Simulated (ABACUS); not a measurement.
Write an ASE script for ABACUS 3.10.1 that does the following.

| Item | Value |
| --- | --- |
| Task | single point |
| Functional | SCAN |
| Potentials or basis | SG15 ONCV 1.2 PBE |
| Cutoff | 1170 eV |
| Density cutoff | 4680 eV |
| Basis | plane waves |
| k mesh | 8 × 8 × 8 |
| Occupations | fermi-dirac, width 0.05 eV |
| Spin | no spin polarisation |
| Radial cutoff of the potentials (pseudo_rcut) | 10 bohr |
| SCF threshold on the density | 1e-08 |
| Max SCF steps | 100 |
| Eigensolver | dav |
| Mixing | broyden |
| Mixing share | 0.7 |
| Symmetry key | 1 |
| Bands | 24 |

The structure of W lies in W.cif:

```cif
data_W
_cell_length_a 3.16469000
_cell_length_b 3.16469000
_cell_length_c 3.16469000
_cell_angle_alpha 90.00000000
_cell_angle_beta 90.00000000
_cell_angle_gamma 90.00000000
_space_group_name_H-M_alt 'Im-3m'
_space_group_name_Hall '-I 4 2 3'
_space_group_IT_number 229
loop_
_space_group_symop_operation_xyz
'x,y,z'
'-x,-y,-z'
'-y,x,z'
'y,-x,-z'
'-x,-y,z'
'x,y,-z'
'y,-x,z'
'-y,x,-z'
'x,-y,-z'
'-x,y,z'
'-y,-x,-z'
'y,x,z'
'-x,y,-z'
'x,-y,z'
'y,x,-z'
'-y,-x,z'
'z,x,y'
'-z,-x,-y'
'z,-y,x'
'-z,y,-x'
'z,-x,-y'
'-z,x,y'
'z,y,-x'
'-z,-y,x'
'-z,x,-y'
'z,-x,y'
'-z,-y,-x'
'z,y,x'
'-z,-x,y'
'z,x,-y'
'-z,y,x'
'z,-y,-x'
'y,z,x'
'-y,-z,-x'
'x,z,-y'
'-x,-z,y'
'-y,z,-x'
'y,-z,x'
'-x,z,y'
'x,-z,-y'
'-y,-z,x'
'y,z,-x'
'-x,-z,-y'
'x,z,y'
'y,-z,-x'
'-y,z,x'
'x,-z,y'
'-x,z,-y'
'x+1/2,y+1/2,z+1/2'
'-x+1/2,-y+1/2,-z+1/2'
'-y+1/2,x+1/2,z+1/2'
'y+1/2,-x+1/2,-z+1/2'
'-x+1/2,-y+1/2,z+1/2'
'x+1/2,y+1/2,-z+1/2'
'y+1/2,-x+1/2,z+1/2'
'-y+1/2,x+1/2,-z+1/2'
'x+1/2,-y+1/2,-z+1/2'
'-x+1/2,y+1/2,z+1/2'
'-y+1/2,-x+1/2,-z+1/2'
'y+1/2,x+1/2,z+1/2'
'-x+1/2,y+1/2,-z+1/2'
'x+1/2,-y+1/2,z+1/2'
'y+1/2,x+1/2,-z+1/2'
'-y+1/2,-x+1/2,z+1/2'
'z+1/2,x+1/2,y+1/2'
'-z+1/2,-x+1/2,-y+1/2'
'z+1/2,-y+1/2,x+1/2'
'-z+1/2,y+1/2,-x+1/2'
'z+1/2,-x+1/2,-y+1/2'
'-z+1/2,x+1/2,y+1/2'
'z+1/2,y+1/2,-x+1/2'
'-z+1/2,-y+1/2,x+1/2'
'-z+1/2,x+1/2,-y+1/2'
'z+1/2,-x+1/2,y+1/2'
'-z+1/2,-y+1/2,-x+1/2'
'z+1/2,y+1/2,x+1/2'
'-z+1/2,-x+1/2,y+1/2'
'z+1/2,x+1/2,-y+1/2'
'-z+1/2,y+1/2,x+1/2'
'z+1/2,-y+1/2,-x+1/2'
'y+1/2,z+1/2,x+1/2'
'-y+1/2,-z+1/2,-x+1/2'
'x+1/2,z+1/2,-y+1/2'
'-x+1/2,-z+1/2,y+1/2'
'-y+1/2,z+1/2,-x+1/2'
'y+1/2,-z+1/2,x+1/2'
'-x+1/2,z+1/2,y+1/2'
'x+1/2,-z+1/2,-y+1/2'
'-y+1/2,-z+1/2,x+1/2'
'y+1/2,z+1/2,-x+1/2'
'-x+1/2,-z+1/2,-y+1/2'
'x+1/2,z+1/2,y+1/2'
'y+1/2,-z+1/2,-x+1/2'
'-y+1/2,z+1/2,x+1/2'
'x+1/2,-z+1/2,y+1/2'
'-x+1/2,z+1/2,-y+1/2'
loop_
_atom_site_label
_atom_site_type_symbol
_atom_site_symmetry_multiplicity
_atom_site_Wyckoff_symbol
_atom_site_fract_x
_atom_site_fract_y
_atom_site_fract_z
_atom_site_occupancy
W1 W 2 a 0.0000000000 0.0000000000 0.0000000000 1
```

These files were run (other wordings do the same):

run_abacus.py

```python
"""ABACUS run from a structure file: ASE reads it, the script writes STRU, KPT and INPUT."""
import re
import subprocess
import spglib
from ase import Atoms
from ase.io import read
from ase.units import Bohr

atoms = read("W.cif")
cell, frac, numbers = spglib.standardize_cell((atoms.cell[:], atoms.get_scaled_positions(), atoms.numbers), to_primitive=True, symprec=1e-4)
atoms = Atoms(numbers=numbers, cell=cell, scaled_positions=frac, pbc=True)  # the primitive cell
atoms = atoms[(-atoms.numbers).argsort(kind="stable")]  # ABACUS lists atoms element by element
pseudo = {'W': 'W_ONCV_PBE-1.2.upf'}
orbital = {}
magmoms = None
kmesh = [8, 8, 8]
params = {
    'suffix': 'W',
    'calculation': 'scf',
    'basis_type': 'pw',
    'pseudo_dir': './',
    'symmetry': 1,
    'dft_functional': 'scan',
    'ecutwfc': 86,
    'pseudo_rcut': 10,
    'nspin': 1,
    'nbands': 24,
    'ks_solver': 'dav',
    'smearing_method': 'fd',
    'smearing_sigma': 0.00367493,
    'scf_thr': 1e-08,
    'scf_nmax': 100,
    'mixing_type': 'broyden',
    'mixing_beta': 0.7,
    'cal_force': 1,
    'cal_stress': 1,
    'mixing_tau': 1,
    'out_chg': 1,
    'kpar': 4,
}

symbols = atoms.get_chemical_symbols()
elements = list(dict.fromkeys(symbols))
lines = ["ATOMIC_SPECIES"] + [f"{e} {atoms.get_masses()[symbols.index(e)]:.4f} {pseudo[e]}" for e in elements]
if orbital:
    lines += ["", "NUMERICAL_ORBITAL"] + [orbital[e] for e in elements]
lines += ["", "LATTICE_CONSTANT", f"{1 / Bohr:.10f}", "", "LATTICE_VECTORS"]
lines += [" ".join(f"{x:.10f}" for x in v) for v in atoms.cell]
lines += ["", "ATOMIC_POSITIONS", "Direct"]
for e in elements:
    lines += ["", e, "0.0", str(symbols.count(e))]
    for i, p in enumerate(atoms.get_scaled_positions(wrap=False)):
        if symbols[i] == e:
            mag = "" if magmoms is None else " mag " + " ".join(str(x) for x in (magmoms[i] if isinstance(magmoms[i], list) else [magmoms[i]]))
            lines.append(" ".join(f"{x:.10f}" for x in p) + " 1 1 1" + mag)
open("STRU", "w").write("\n".join(lines) + "\n")
open("KPT", "w").write("K_POINTS\n0\nGamma\n%d %d %d 0 0 0\n" % tuple(kmesh))
open("INPUT", "w").write("INPUT_PARAMETERS\n" + "".join(f"{k:<20s}{v}\n" for k, v in params.items()))

done = subprocess.run(['mpirun', '-np', '4', 'abacus'])
if done.returncode:
    raise SystemExit(done.returncode)
log = open("OUT.W/running_scf.log").read()
print("final energy (eV):", re.findall(r"FINAL_ETOT_IS (\S+)", log))
```

Potentials or basis: SG15 ONCV 1.2 PBE, plane waves.

Launch:

```sh
$ OMP_NUM_THREADS=1 python run_abacus.py > log
```

Results of the run:

The pressure is -11.0 GPa and the band gap on the k mesh is none (metal or under the smearing width).

Caveat: the potentials were made for another functional, which shifts forces and pressure.

It took 9.9 s on 4 MPI ranks on Intel(R) Xeon(R) 6975P-C (Granite Rapids) (shared host), peak memory 0.36 GiB a rank.
